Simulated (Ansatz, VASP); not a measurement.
# Two plane-wave programs on Mo

```
CELL_PARAMETERS angstrom
2.77299 0.00000 0.00000
-1.38649 2.40148 0.00000
0.00000 0.00000 2.48658
ATOMIC_POSITIONS crystal
Mo 0.00000 0.00000 0.50000
```

Alike in both runs: task single point; functional PBE; k mesh 24 × 24 × 20; occupations gaussian, width 0.15 eV; no spin polarisation.

|  | VASP | Ansatz |
| --- | --- | --- |
| version | VASP 6.6.1 | Ansatz 0.2.0 |
| potentials or method | VASP PAW PBE potentials, release 64 (Mo_sv) | scalar-relativistic, plane waves, PAW |
| plane-wave cutoff (eV) | 520 | 420 |
| valence electrons in the cell | 14 | 14 |

```tsv
	VASP	Ansatz	Ansatz less VASP
gap on the k mesh at the Fermi level (eV)	none	none	-
pressure (GPa)	3.6	3.0	-0.56
largest component of the traceless stress (GPa)	2.76	2.49	-0.275
```

A gap of «none» marks a metal or a gap that the smearing closes. With one functional, cell and mesh, what is left measures potentials, basis and numerics.
